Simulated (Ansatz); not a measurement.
Relax this structure to zero stress and force, keeping its symmetry:

```
Cd S
1.0
     4.15000    0.00000    0.00000
    -2.07500    3.59401    0.00000
     0.00000    0.00000    6.73700
Cd S
2 2
Direct
  0.33333 0.66667 0.00000
  0.66667 0.33333 0.50000
  0.33333 0.66667 0.37500
  0.66667 0.33333 0.87500
```

Theory: DFT PBE, scalar-relativistic, plane waves, PAW in Ansatz.

Plane waves to 420 eV, a k mesh through Γ of 6×6×4 on the computed 4-atom cell and Gaussian smearing (0.02 eV); no spin polarisation.

What does it relax to?

The volume increases by 0.92 Å³/atom to 26.04 Å³/atom, and the energy falls by 6.0 meV/atom. Final structure:
```cif
data_structure
_symmetry_space_group_name_H-M 'P6_3mc'
_symmetry_Int_Tables_number 186
_cell_length_a 4.1970
_cell_length_b 4.1970
_cell_length_c 6.8279
_cell_angle_alpha 90.000
_cell_angle_beta 90.000
_cell_angle_gamma 120.000
_cell_volume 104.16
loop_
_atom_site_label
_atom_site_type_symbol
_atom_site_symmetry_multiplicity
_atom_site_Wyckoff_symbol
_atom_site_fract_x
_atom_site_fract_y
_atom_site_fract_z
_atom_site_occupancy
Cd1 Cd 2 b 0.33333 0.66667 0.99920 1
S1 S 2 b 0.33333 0.66667 0.37580 1
```